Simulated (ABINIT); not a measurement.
# Quasiparticle gap of GaAs (F-43m) in ABINIT, part 2 of 3

Aim: the G0W0 gap of GaAs (F-43m) on PBE, step by step.

ABINIT 10.8.3; PBE and many-body steps on it, plane waves. Known limits of the many-body steps: not at the basis limit; screening runs away on this mesh; no spin-orbit coupling; coarse k mesh.

So far. Step 2 (Ground state): The gap is direct, at Γ.

### 3. Bands along the symmetry lines

Level of this step: DFT, PBE, plane waves, norm-conserving pseudopotentials (ABINIT).

The cheap functional maps the bands first; the places of the edges decide which points the dearer methods must see.

Contents of run.abi:

```
acell 3*1.0 Angstrom
rprim 
  0.000000000000 2.826850000000 2.826850000000
  2.826850000000 0.000000000000 2.826850000000
  2.826850000000 2.826850000000 0.000000000000
ntypat 2
znucl 31 33
natom 2
typat 1 2
xred 
  0.000000000000 0.000000000000 0.000000000000
  0.250000000000 0.250000000000 0.250000000000
pp_dirpath "pseudos"
pseudos "Ga.upf, As.upf"
ecut 45
iscf -2
irdden 1
kptopt 0
nkpt 50
kpt 
  0.00000000 0.00000000 0.00000000
  -0.06250000 -0.06250000 0.00000000
  -0.12500000 -0.12500000 0.00000000
  -0.18750000 -0.18750000 0.00000000
  -0.25000000 -0.25000000 0.00000000
  -0.31250000 -0.31250000 0.00000000
  -0.37500000 -0.37500000 0.00000000
  -0.43750000 -0.43750000 0.00000000
  -0.50000000 -0.50000000 0.00000000
  -0.48437500 -0.48437500 0.03125000
  -0.46875000 -0.46875000 0.06250000
  -0.45312500 -0.45312500 0.09375000
  -0.43750000 -0.43750000 0.12500000
  -0.42187500 -0.42187500 0.15625000
  -0.40625000 -0.40625000 0.18750000
  -0.39062500 -0.39062500 0.21875000
  -0.37500000 -0.37500000 0.25000000
  -0.37500000 0.00000000 0.37500000
  -0.32812500 0.00000000 0.32812500
  -0.28125000 0.00000000 0.28125000
  -0.23437500 0.00000000 0.23437500
  -0.18750000 0.00000000 0.18750000
  -0.14062500 0.00000000 0.14062500
  -0.09375000 0.00000000 0.09375000
  -0.04687500 0.00000000 0.04687500
  0.00000000 0.00000000 0.00000000
  0.00000000 0.00000000 0.06250000
  0.00000000 0.00000000 0.12500000
  0.00000000 0.00000000 0.18750000
  0.00000000 0.00000000 0.25000000
  0.00000000 0.00000000 0.31250000
  0.00000000 0.00000000 0.37500000
  0.00000000 0.00000000 0.43750000
  -0.00000000 -0.00000000 0.50000000
  -0.06250000 -0.03125000 0.46875000
  -0.12500000 -0.06250000 0.43750000
  -0.18750000 -0.09375000 0.40625000
  -0.25000000 -0.12500000 0.37500000
  -0.31250000 -0.15625000 0.34375000
  -0.37500000 -0.18750000 0.31250000
  -0.43750000 -0.21875000 0.28125000
  -0.50000000 -0.25000000 0.25000000
  -0.50000000 -0.28125000 0.21875000
  -0.50000000 -0.31250000 0.18750000
  -0.50000000 -0.34375000 0.15625000
  -0.50000000 -0.37500000 0.12500000
  -0.50000000 -0.40625000 0.09375000
  -0.50000000 -0.43750000 0.06250000
  -0.50000000 -0.46875000 0.03125000
  -0.50000000 -0.50000000 0.00000000
istwfk *1
nband 29
nbdbuf 2
tolwfr 1e-08
nstep 40
prtwf 0
prtvol 0
indata_prefix "in"
outdata_prefix "out"
tmpdata_prefix "tmp"
```

The run is started by

```
$ OMP_NUM_THREADS=1 mpirun -n 8 abinit run.abi > log
```

Numbers of over 12 decimals in the logs are rounded to 6 here.

What it wrote:

```text
.Version 10.8.3 of ABINIT. v10.8.2 released Aug 2026.

 Symmetries : space group F-4 3 m (#216); Bravais cF (face-center cubic)
[... echo of the input left out ...]
== DATASET  1 ==================================================================
-   mpi_nproc: 8, omp_nthreads: 1 (-1 if OMP is not activated)

--- !DatasetInfo
iteration_state: {dtset: 1, }
dimensions: {natom: 2, nkpt: 50, mband: 29, nsppol: 1, nspinor: 1, nspden: 1, mpw: 4477, }
cutoff_energies: {ecut:  45.0, pawecutdg:  -1.0, }
electrons: {nelect:   4.40000000E+01, charge:   0.00000000E+00, occopt:   1.00000000E+00, tsmear:   1.00000000E-02, }

 Real(R)+Recip(G) space primitive vectors, cartesian coordinates (Bohr,Bohr^-1):
 R(1)=  0.0000000  5.3419723  5.3419723  G(1)= -0.0935984  0.0935984  0.0935984
 R(2)=  5.3419723  0.0000000  5.3419723  G(2)=  0.0935984 -0.0935984  0.0935984
 R(3)=  5.3419723  5.3419723  0.0000000  G(3)=  0.0935984  0.0935984 -0.0935984
 Unit cell volume ucvol=  3.0488418E+02 bohr^3
 Angles (23,13,12)=  6.00000000E+01  6.00000000E+01  6.00000000E+01 degrees

 getcut: wavevector=  0.0000  0.0000  0.0000  ngfft=  48  48  48
         ecut(hartree)=     45.000   => boxcut(ratio)=   2.10404

--- Pseudopotential description ------------------------------------------------
- Ga Generated using ONCVPSP code by D. R. Hamann
- 31.00000  21.00000  171031                  znucl, zion, pspdat
12 -101130 2 -1 1902                          pspcod,pspxc,lmax,lloc,mmax
     nproj     2     2     2
  pspatm : epsatm=   21.85474337
         --- l  ekb(1:nproj) -->
             0    4.962806   -1.220223
             1   -5.679278   -1.350476
             2  -10.596651   -3.839775
 pspatm: atomic psp has been read  and splines computed

- As Generated using ONCVPSP code by D. R. Hamann
- 33.00000  23.00000  171031                  znucl, zion, pspdat
12 -101130 2 -1 1358                          pspcod,pspxc,lmax,lloc,mmax
     nproj     2     2     2
  pspatm : epsatm=   24.77333152
         --- l  ekb(1:nproj) -->
[...]
pspatm: atomic psp has been read  and splines computed

--------------------------------------------------------------------------------

================================================================================
 prteigrs : about to open file out_EIG
 Non-SCF case, kpt    1 (  0.00000  0.00000  0.00000), residuals and eigenvalues=
  7.95E-09  4.10E-09  8.72E-10  4.22E-09  1.87E-09  2.51E-09  6.84E-09  4.92E-09
  4.52E-09  6.80E-09  5.31E-09  1.63E-09  2.65E-09  3.05E-09  6.31E-09  5.72E-09
  3.83E-09  3.66E-09  7.04E-09  2.25E-09  2.99E-09  6.38E-09  8.69E-09  9.63E-09
  3.50E-09  7.40E-09  6.12E-09  1.08E-06  2.68E-05
 -6.5841E+00 -5.0788E+00 -4.5024E+00 -4.5024E+00 -4.5024E+00 -3.2656E+00
 -3.2656E+00 -3.2656E+00 -1.0842E+00 -1.0842E+00 -1.0842E+00 -1.0838E+00
 -1.0838E+00 -3.3685E-01 -3.3685E-01 -3.3685E-01 -3.3402E-01 -3.3402E-01
[...]
1.73E-09  1.85E-09  3.51E-09  1.38E-07  1.65E-05
[...]
Non-SCF case, kpt    3 ( -0.12500 -0.12500  0.00000), residuals and eigenvalues=
[...]
Non-SCF case, kpt   49 ( -0.50000 -0.46875  0.03125), residuals and eigenvalues=
[...]
Non-SCF case, kpt   50 ( -0.50000 -0.50000  0.00000), residuals and eigenvalues=
[...]
-1.0837E+00 -3.4072E-01 -3.3464E-01 -3.3464E-01 -3.3460E-01 -3.3301E-01
 -1.6768E-01 -4.2359E-02  1.0989E-01  1.0989E-01  2.6225E-01  2.6928E-01
[...]
--- !ResultsGS
iteration_state: {dtset: 1, }
comment   : Summary of ground state results
lattice_vectors:
- [  0.0000000,   5.3419723,   5.3419723, ]
- [  5.3419723,   0.0000000,   5.3419723, ]
- [  5.3419723,   5.3419723,   0.0000000, ]
lattice_lengths: [   7.55469,    7.55469,    7.55469, ]
lattice_angles: [ 60.000,  60.000,  60.000, ] # degrees, (23, 13, 12)
lattice_volume:   3.0488418E+02
convergence: {deltae:  0.000E+00, res2:  0.000E+00, residm:  9.967E-09, diffor:  0.000E+00, }
etotal    :  -5.53587247E+02
entropy   :   0.00000000E+00
fermie    :   2.08235878E-01
cartesian_stress_tensor: null
pressure_GPa: null
xred      :
- [  0.0000E+00,   0.0000E+00,   0.0000E+00, Ga]
- [  2.5000E-01,   2.5000E-01,   2.5000E-01, As]
cartesian_forces: null
force_length_stats: {min: null, max: null, mean: null, }

 Integrated electronic density in atomic spheres:
 ------------------------------------------------
 Atom  Sphere_radius  Integrated_density
[...]
================================================================================

 ----iterations are completed or convergence reached----

 Mean square residual over all n,k,spin=   48.042E-10; max=  99.673E-10
 reduced coordinates (array xred) for    2 atoms
       0.000000000000      0.000000000000      0.000000000000
       0.250000000000      0.250000000000      0.250000000000

 cartesian coordinates (angstrom) at end:
    1      0.000000     0.000000     0.000000
    2      1.413425     1.413425     1.413425
 length scales=  1.889726125908  1.889726125908  1.889726125908 bohr
              =  1.000000000000  1.000000000000  1.000000000000 angstroms
 prteigrs : about to open file out_EIG
 Eigenvalues (hartree) for nkpt=  50  k points:
 kpt#   1, nband= 29, wtk=  1.00000, kpt=  0.0000  0.0000  0.0000 (reduced coord)
[...]
kpt#   2, nband= 29, wtk=  1.00000, kpt= -0.0625 -0.0625  0.0000 (reduced coord)
[...]
kpt#   3, nband= 29, wtk=  1.00000, kpt= -0.1250 -0.1250  0.0000 (reduced coord)
[...]
kpt#  49, nband= 29, wtk=  1.00000, kpt= -0.5000 -0.4687  0.0313 (reduced coord)
[...]
0.57609    0.57670    0.61192    0.68199    0.70271
 kpt#  50, nband= 29, wtk=  1.00000, kpt= -0.5000 -0.5000  0.0000 (reduced coord)
[...]
-1.08414   -1.08402   -1.08402   -1.08377   -1.08368   -0.34072   -0.33464   -0.33464
  -0.33460   -0.33301   -0.16768   -0.04236    0.10989    0.10989    0.26225    0.26928
   0.58231    0.58231    0.61197    0.69814    0.70285

== END DATASET(S) ==============================================================
================================================================================

 -outvars: echo values of variables after computation  --------
            nband          29
             nkpt          50
          spgroup         216
 [... the other variables as echoed above ...]

 Calculation completed.
```

Wall time 28 s (8 MPI ranks of Arm Neoverse N1, shared host); peak memory 0.61 GiB; 3.7 min of CPU time.

Numbers from this step:

```
gap                        : 0.5078 eV
k of the valence top       : 0, 0, 0
k of the conduction bottom : 0, 0, 0
least direct gap           : 0.5078 eV
```

The gap is 0.508 eV, as in the run before at this level.

Electronic bands along the path, in eV, zero at the top of the highest filled band:

| point | band 19 | band 20 | band 21 | band 22 | band 23 | band 24 | band 25 | band 26 |
| --- | --- | --- | --- | --- | --- | --- | --- | --- |
| Γ | -12.73 | 0.00 | 0.00 | 0.00 | 0.51 | 3.74 | 3.74 | 3.74 |
| halfway | -11.80 | -4.09 | -1.69 | -1.69 | 1.99 | 3.27 | 6.62 | 6.62 |
| X | -10.23 | -6.82 | -2.68 | -2.68 | 1.47 | 1.66 | 10.18 | 10.18 |
| halfway | -10.22 | -6.77 | -3.20 | -2.57 | 1.66 | 2.57 | 9.21 | 9.43 |
| U | -10.27 | -6.63 | -3.86 | -2.26 | 1.97 | 4.64 | 7.96 | 8.07 |
| jump to K | -10.27 | -6.63 | -3.86 | -2.26 | 1.97 | 4.64 | 7.96 | 8.07 |
| halfway | -11.72 | -4.56 | -2.44 | -0.68 | 2.68 | 4.77 | 4.81 | 5.65 |
| Γ | -12.73 | 0.00 | 0.00 | 0.00 | 0.51 | 3.74 | 3.74 | 3.74 |
| halfway | -12.04 | -4.14 | -0.68 | -0.68 | 1.45 | 4.60 | 4.60 | 5.96 |
| L | -10.97 | -6.64 | -1.14 | -1.14 | 1.00 | 4.65 | 4.65 | 7.76 |
| halfway | -10.63 | -6.49 | -3.22 | -1.94 | 3.03 | 4.18 | 6.35 | 7.70 |
| W | -10.17 | -6.63 | -3.53 | -3.34 | 4.62 | 4.73 | 5.42 | 6.05 |
| halfway | -10.20 | -6.73 | -3.14 | -3.04 | 2.56 | 2.76 | 8.15 | 8.36 |
| X | -10.23 | -6.82 | -2.68 | -2.68 | 1.47 | 1.66 | 10.18 | 10.18 |

The electronic bands as a text plot (rows in eV, shown from -8.0 to 6.5 only):

```
    6.2 |                  +++              +         ++ +++
    5.6 |    +              +++++++                  +  ++++
    5.0 |  ++                   +  ++      + ++   +++    ++
    4.4 |                 +      ++      ++++  +++++++++++++
    3.8 |++              +         ++++++++             +   +
    3.2 |  +++++        +                             ++
    2.6 |  +++  +++    +   ++++++++                  +       ++
    2.0 |     ++   ++ + +++        ++               +         +++
    1.4 | +     ++++++++             +  ++++++++  ++            +
    0.8 |+                            ++        ++
    0.2 |*                           ****
   -0.4 | ***                   ******   ****
   -1.0 | *  *                **   ***  *    ********
   -1.7 |     **           ***   **               ** **
   -2.3 |  **   ***     ***     *  **    **         *  *
   -2.9 |    *     *****      **           *         *  **   ****
   -3.5 |              ***  **   **                   *******
   -4.1 |     **          **                *
   -4.7 |                       *
   -5.3 |       **            **             **
   -5.9 |         *         **                 *
   -6.5 |          **  *****                    ***************
   -7.1 |            **                                        **
   -7.7 |
         Γ           X  U|K            Γ         L        W     X
```

### 4. Empty states on the mesh, 4×4×4 mesh, 148 bands

The sums over transitions need many empty states on a uniform mesh; this step solves for them.

Contents of run.abi:

```
acell 3*1.0 Angstrom
rprim 
  0.000000000000 2.826850000000 2.826850000000
  2.826850000000 0.000000000000 2.826850000000
  2.826850000000 2.826850000000 0.000000000000
ntypat 2
znucl 31 33
natom 2
typat 1 2
xred 
  0.000000000000 0.000000000000 0.000000000000
  0.250000000000 0.250000000000 0.250000000000
pp_dirpath "pseudos"
pseudos "Ga.upf, As.upf"
ecut 45
ngkpt 4 4 4
nshiftk 1
shiftk 0 0 0
kptopt 1
chksymbreak 0
irdden 1
istwfk *1
nband 148
prtvol 0
optdriver 6
gwr_task "HDIAGO"
paral_kgb 0
occopt 1
indata_prefix "in"
outdata_prefix "out"
tmpdata_prefix "tmp"
```

What it wrote:

```text
[banner, memory and clock lines left out]
.Version 10.8.3 of ABINIT. v10.8.2 released Aug 2026.

 Symmetries : space group F-4 3 m (#216); Bravais cF (face-center cubic)
[... echo of the input left out ...]
== DATASET  1 ==================================================================
-   mpi_nproc: 8, omp_nthreads: 1 (-1 if OMP is not activated)

--- !DatasetInfo
iteration_state: {dtset: 1, }
dimensions: {natom: 2, nkpt: 8, mband: 148, nsppol: 1, nspinor: 1, nspden: 1, mpw: 4477, }
cutoff_energies: {ecut:  45.0, pawecutdg:  -1.0, }
electrons: {nelect:   4.40000000E+01, charge:   0.00000000E+00, occopt:   1.00000000E+00, tsmear:   1.00000000E-02, }

.Using double precision arithmetic; gwpc =  8

- Reading GS density from: in_DEN

--- Pseudopotential description ------------------------------------------------
- Ga Generated using ONCVPSP code by D. R. Hamann
- 31.00000  21.00000  171031                  znucl, zion, pspdat
12 -101130 2 -1 1902                          pspcod,pspxc,lmax,lloc,mmax
     nproj     2     2     2
  pspatm : epsatm=   21.85474337
         --- l  ekb(1:nproj) -->
             0    4.962806   -1.220223
             1   -5.679278   -1.350476
             2  -10.596651   -3.839775
 pspatm: atomic psp has been read  and splines computed

- As Generated using ONCVPSP code by D. R. Hamann
- 33.00000  23.00000  171031                  znucl, zion, pspdat
12 -101130 2 -1 1358                          pspcod,pspxc,lmax,lloc,mmax
     nproj     2     2     2
  pspatm : epsatm=   24.77333152
         --- l  ekb(1:nproj) -->
             0    4.034276   -2.353825
             1   -6.723548   -2.113112
             2  -10.105298   -4.355719
 pspatm: atomic psp has been read  and splines computed

   2.05163530E+03                                ecore*ucvol(ha*bohr**3)

 Total charge density [el/Bohr^3]
)     Maximum=    7.1036E+00  at reduced coord.    0.2083    0.2708    0.3125
)     Minimum=    2.2576E-03  at reduced coord.    0.7500    0.7500    0.7500
   Integrated=    4.4000E+01

 === KS gaps after direct diagonalization ===
 Direct band gap semiconductor
 Fundamental gap:     0.508 (eV)
   VBM:     5.666 (eV) at k: [ 0.0000E+00,  0.0000E+00,  0.0000E+00]
   CBM:     6.174 (eV) at k: [ 0.0000E+00,  0.0000E+00,  0.0000E+00]
 Direct gap:         0.508 (eV) at k: [ 0.0000E+00,  0.0000E+00,  0.0000E+00]

== END DATASET(S) ==============================================================

 -outvars: echo values of variables after computation  --------
           etotal      0.0000000000E+00
            nband         148
             nkpt           8
          spgroup         216
 [... the other variables as echoed above ...]

 Calculation completed.
```

Elapsed: 1.8 min, on 8 MPI ranks; peak memory 8.7 GiB; 14 min of CPU time.

Numbers from this step:

| Item | Value |
| --- | --- |
| gap | 0.5078 eV |
| k of the valence top | 0, 0, 0 |
| k of the conduction bottom | 0, 0, 0 |
| least direct gap | 0.5078 eV |
| k points computed | 8 |
| lowest point of the top converged band, above the valence top | 97.4028 eV |

On this mesh the gap is 0.508 eV.

### 5. Screening, 4×4×4 mesh, 140 bands, screening to 163.3 eV

The RPA dielectric matrix is built and inverted for each q.

This step: RPA screening on PBE, plane waves, norm-conserving pseudopotentials.

run.abi: that of step 4 with these lines changed.

```diff
@@ -20,10 +20,11 @@
 chksymbreak 0
-irdden 1
 istwfk *1
-nband 148
-prtvol 0
-optdriver 6
-gwr_task "HDIAGO"
-paral_kgb 0
 occopt 1
+irdwfk 1
+optdriver 3
+nband 140
+ecuteps 6
+inclvkb 2
+awtr 1
+symchi 1
 indata_prefix "in"
```

What it wrote:

```text
.Version 10.8.3 of ABINIT. v10.8.2 released Aug 2026.

 Symmetries : space group F-4 3 m (#216); Bravais cF (face-center cubic)
[... echo of the input left out ...]
== DATASET  1 ==================================================================
-   mpi_nproc: 8, omp_nthreads: 1 (-1 if OMP is not activated)

--- !DatasetInfo
iteration_state: {dtset: 1, }
dimensions: {natom: 2, nkpt: 8, mband: 140, nsppol: 1, nspinor: 1, nspden: 1, mpw: 4477, }
cutoff_energies: {ecut:  45.0, pawecutdg:  -1.0, }
electrons: {nelect:   4.40000000E+01, charge:   0.00000000E+00, occopt:   1.00000000E+00, tsmear:   1.00000000E-02, }

 SCREENING: Calculation of the susceptibility and dielectric matrices

 Based on a program developped by R.W. Godby, V. Olevano, G. Onida, and L. Reining.
 Incorporated in ABINIT by V. Olevano, G.-M. Rignanese, and M. Torrent.
.Using double precision arithmetic ; gwpc =  8

[... cell and pseudopotentials left out ...]
--------------------------------------------------------------------------------

 ==== K-mesh for the wavefunctions ====
 Number of points in the irreducible wedge :     8
[... list of points left out ...]
 Together with 24 symmetry operations and time-reversal symmetry
 yields    64 points in the full Brillouin Zone.

 ==== Q-mesh for the screening function ====
 Number of points in the irreducible wedge :     8
[... list of points left out ...]
 Together with 24 symmetry operations and time-reversal symmetry
 yields    64 points in the full Brillouin Zone.

 setmesh: FFT mesh size selected  =    32x   32x   32
          total number of points  =        32768

 vcoul_init : cutoff-mode = AUXILIARY_FUNCTION
 q-points for optical limit:   1
     1)      0.000010    0.000020    0.000030

- screening: taking advantage of time-reversal symmetry
- Maximum band index for partially occupied states nbvw = 22
- Remaining bands to be divided among processors   nbcw = 118
- Number of bands treated by each node ~14

 Number of electrons calculated from density =   44.0000; Expected =   44.0000
 average of density, n =  0.144317
 r_s =    1.1827
 omega_plasma =   36.6450 [eV]

 calculating chi0 at frequencies [eV] :
  1    0.000000E+00    0.000000E+00
  2    0.000000E+00    3.664498E+01

--------------------------------------------------------------------------------
  q-point number  1        q = ( 0.000000, 0.000000, 0.000000) [r.l.u.]
--------------------------------------------------------------------------------
[... chi0 elements left out ...]
 For q-point:  0.000010 0.000020 0.000030
  dielectric constant = 140.7760
  dielectric constant without local fields = 149.5688

  Average fulfillment of the sum rule on Im[epsilon] for q-point    1 :     39.85  [%]
[... wings left out ...]
  q-point number  2        q = ( 0.250000, 0.000000, 0.000000) [r.l.u.]
--------------------------------------------------------------------------------
[... chi0 elements left out ...]
  Average fulfillment of the sum rule on Im[epsilon] for q-point    2 :     46.18  [%]

 [... 6 further q-points ...]
```

The job ended after 65 s (8 MPI ranks; peak memory 2 GiB).

This step gave:

- ε∞ with local fields, on this mesh, along the program's q direction: 140.8
- the same without local fields: 149.6
- plasma frequency: 36.65 eV
- plane waves in the screening matrix: 181

Local fields lower ε∞ by 6 %. The value itself is an artefact of the mesh, where one narrow direct gap carries too much weight.

(Continued in part 3 of 3.)

[Paths, hosts, dates, memory and timing lines, banners, echoed tables and standing remarks are left out of the program output.]

[Logs are printed without paths, hosts, clocks, repeated set-up lines and the standing remarks that a program may print on its own settings, such as how far it seeks lower states.]

[Runs of the session that timed out or met a known fault of the program may be left out.]

[Hosts, paths, dates, database ids (printed as entryN), source tags and the programs' standing remarks are cut or masked in the printed files.]

[G0W0 gaps are taken among the corrected bands and points alone; a level outside them can change the order at an edge.]

[Where Ansatz stands beside ABINIT at settings called matched, ABINIT's density can come from a denser mesh and the files from another edition; pairs whose starting gaps differed by over 0.03 eV were left out, so agreement reads better than it is.]
